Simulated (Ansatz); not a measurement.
## Band structure of Pt

```
Pt
1.0
     0.00000    1.97158    1.97158
     1.97158    0.00000    1.97158
     1.97158    1.97158    0.00000
Pt
1
Direct
  0.00000 0.00000 0.00000
```

The cell is the one relaxed in the Materials Project (mp-126), not relaxed further here; entries there can be hypothetical.

No spin–orbit coupling, which matters for the heavy atoms here.

The calculation used DFT, LDA, all-electron LAPW, scalar-relativistic (Ansatz 0.2.0).

Settings: a Γ-centred 16×16×16 k mesh, Fermi–Dirac smearing of 0.05 eV, basis error target 0.25 meV/atom, no spin polarisation.

Points in fractions of the reciprocal vectors of this cell: Γ (0, 0, 0), X (0.5, 0, 0.5), U (0.625, 0.25, 0.625), K (0.375, 0.375, 0.75), L (0.5, 0.5, 0.5), W (0.5, 0.25, 0.75). The path joins them by straight lines in the order Γ–X–U–K–Γ–L–W–X; legs that retrace an earlier one aren't tabulated. Energies are in eV from the Fermi level.

(1) Is there a gap?

(2) List the levels between -8 and 6 eV at the symmetry points.

Answers

(1) none: bands cross the Fermi level, a metal.

(2) 
Γ: -3.71 (×3), -1.57 (×2)
X: -6.92, -6.48, 0.04, 0.49 (×2), 1.78
U: -6.12, -5.34, -2.79, -1.26, -0.16, 5.59
K: -6.12, -5.34, -2.79, -1.26, -0.16, 5.59
L: -7.20, -3.76 (×2), -0.43, 0.06 (×2), 5.66
W: -5.52, -4.45 (×2), -1.94, 0.49
